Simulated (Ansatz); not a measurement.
**Which way does CdO + SnSe ⇌ CdSe + SnO run?**

Plane-wave DFT in Ansatz with scalar-relativistic PAW potentials, cutoff 420 eV, Γ-centred meshes chosen by cell and gap, Gaussian smearing with energies taken to zero width. Every cell was relaxed (cell and atoms) in a run of its own, within the symmetry of its start. Functional: PBEsol.

Total energies hold large constants for each element; a whole number of eV per atom of each element is taken off below, which cancels in a balanced reaction.

| compound | lowest structure computed | structures tried | V (Å³/atom) | gap on mesh (eV) | E (eV per formula unit, common shift removed) |
| --- | --- | --- | --- | --- | --- |
| CdO | Fm-3m | 3 | 12.90 | 0.00 | -2.4842 |
| SnSe | Pnma | 6 | 25.87 | 0.49 | -0.8639 |
| CdSe | F-43m | 3 | 28.13 | 0.48 | -1.4099 |
| SnO | P4/nmm | 5 | 17.20 | 0.00 | -2.7104 |

Question: Work out the reaction energy at 0 K.

Answer: ΔE = E(CdSe) + E(SnO) − E(CdO) − E(SnSe) = -0.772 eV, or -75 kJ per mole of reaction (-193 meV/atom). The right side is lower: Cd takes Se and Sn takes O. Pauling's electronegativities (Cd 1.69, Sn 1.96; O 3.44, Se 2.55) would pair Cd with O, the most ionic bond; the result goes the other way, so matching of sizes, lattice energies or covalent bonding outweigh it. All four are computed as solids; where they are solids at ordinary conditions entropy changes little. A lower structure that wasn't tried would shift the value, and mixed crystals may lie lower than either side. This functional puts CdSe lowest in F-43m, which isn't its usual phase at room temperature.